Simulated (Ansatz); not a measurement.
Crystal: CdSe (Cadmoselite).

```
Cd Se
1.0
     4.30000    0.00000    0.00000
    -2.15000    3.72391    0.00000
     0.00000    0.00000    7.02000
Cd Se
2 2
Direct
  0.66667 0.33333 0.50000
  0.33333 0.66667 0.00000
  0.66667 0.33333 0.88500
  0.33333 0.66667 0.38500
```

```yaml
Program: Ansatz 0.2.0
Task: relaxation of cell and atoms
Functional: revPBE0
Potentials_or_basis: Ansatz PAW
Cutoff: "420 eV (not typed: the program's choice for these potentials)"
k_mesh: 4 × 4 × 2
Occupations: fermi-dirac, width 0.05 eV
Spin: no spin polarisation
```

At the start: volume 28.10 Å³/atom.

How do energy, volume and symmetry change on relaxing?

It ends after 5 steps and the volume is 29.61 Å³/atom (+5.4 %); space group P6_3mc (No. 186, to 0.05 Å).

The path:
| step | energy change (eV) | largest force (eV/Å) | volume (Å³) |
| --- | --- | --- | --- |
| 1 | 0.0000 | 0.2943 | 112.41 |
| 2 | -0.0601 | 0.0384 | 120.54 |
| 3 | -0.0667 | 0.0216 | 118.80 |
| 4 | -0.0672 | 0.0001 | 118.45 |
| 5 | -0.0712 | 0.0000 | 118.45 |

Final structure:
```
CELL_PARAMETERS angstrom
4.38277 0.00000 0.00000
-2.19138 3.79559 0.00000
0.00000 0.00000 7.12054
ATOMIC_POSITIONS crystal
Cd 0.66667 0.33333 0.50432
Cd 0.33333 0.66667 0.00432
Se 0.66667 0.33333 0.88068
Se 0.33333 0.66667 0.38068
```

Caveat: the k mesh is coarse (spacing up to 0.45 Å⁻¹), so the values aren't converged; the plane-wave basis is chosen anew once the cell has moved, so the energies of steps on either side of that aren't comparable; the PAW data sets come from PBE, with cores solved anew for the run's functional, which leaves a small shift of forces and pressure.
